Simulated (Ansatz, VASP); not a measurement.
One calculation of Os, two programs

```
Os
1.0
     0.00000    1.90197    1.90197
     1.90197    0.00000    1.90197
     1.90197    1.90197    0.00000
Os
1
Direct
  0.00000 0.00000 0.00000
```

This isn't the form of Os at room conditions, which is hcp.

Alike in both runs: functional LDA; k mesh 10 × 10 × 10; no spin polarisation.

Ansatz relaxed the structure, and its values are those at the end. VASP's run is a single point on that final structure, the one shown.

```csv
,VASP,Ansatz
version,VASP 6.6.1,Ansatz 0.2.0
potentials or method,"VASP PAW LDA potentials, release 64 (Os)","plane waves, PAW"
plane-wave cutoff (eV),520,571
occupations,"methfessel-paxton of order 1, width 0.15 eV","cold, width 0.15 eV"
valence electrons in the cell,8,16
```

VASP gave:

| Quantity | Value |
| --- | --- |
| pressure (GPa) | 1.1 |

**Question.** What did Ansatz give for the same quantities?

**Answer.** Pressure (GPa): 0.0.

The two sets of potentials don't hold the same shells in valence.

Spin-orbit coupling is left out, which matters for the levels of Os.
